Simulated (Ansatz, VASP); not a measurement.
## Two plane-wave programs on Ge

Contents of INCAR:

```
SYSTEM = Ge
PREC = Accurate
ENCUT = 520
EDIFF = 1E-6
ISMEAR = 0
SIGMA = 0.1
LREAL = .False.
LASPH = .True.
NELM = 100
ALGO = Normal
ISIF = 2
LWAVE = .False.
LCHARG = .True.
GGA = PE
LELF = .True.
LVHAR = .True.
NBANDS = 21
```

Contents of KPOINTS:

```
regular mesh
0
Gamma
  16 16 10
  0 0 0
```

File POSCAR:

```
Ge
1.0
    1.5378729369     -2.7179373665      0.0000000000
    1.5378729369      2.7179373665      0.0000000000
    0.0000000000      0.0000000000      4.8766568853
Ge
2
Direct
    0.6376481785      0.3623518215      0.2500000000
    0.3623518215      0.6376481785      0.7500000000
```

Input for Ansatz:

```yaml
crystal:
  lattice:
    - [1.5378729369, -2.7179373665, 0.0]
    - [1.5378729369, 2.7179373665, 0.0]
    - [0.0, 0.0, 4.8766568853]
  atoms:
    - { symbol: Ge, position: [0.6376481785, 0.3623518215, 0.25] }
    - { symbol: Ge, position: [0.3623518215, 0.6376481785, 0.75] }
basis:
  ecutwfc: 420
kpoints:
  mp_grid: { grid: [16, 16, 10] }
hamiltonian:
  xc: pbe
scf:
  occupations: { method: gaussian, width: 0.1 }
output:
  forces: true
  stress: true
  eigenvalues: true
  populations: true
```

Alike in both runs: task single point; functional PBE; k mesh 16 × 16 × 10; occupations gaussian, width 0.1 eV; no spin polarisation.

|  | VASP | Ansatz |
| --- | --- | --- |
| version | VASP 6.6.1 | Ansatz 0.2.0 |
| potentials or method | VASP PAW PBE potentials, release 64 (Ge_d) | scalar-relativistic, plane waves, PAW |
| plane-wave cutoff (eV) | 520 | 420 |
| valence electrons in the cell | 28 | 28 |

VASP gave:

```
gap on the k mesh at the Fermi level (eV)       : none
pressure (GPa)                                  : -3.0
largest component of the traceless stress (GPa) : 1.20
rms of the force components (eV/Å)              : 0.016
```

Q: Estimate Ansatz's values.

A: gap on the k mesh at the Fermi level (eV): none; pressure (GPa): -2.9; largest component of the traceless stress (GPa): 1.19; rms of the force components (eV/Å): 0.016.

Atom by atom the forces differ by 0.000 eV/Å (rms over components). A gap of «none» marks a metal or a gap that the smearing closes. With one functional, cell and mesh, what is left measures potentials, basis and numerics.
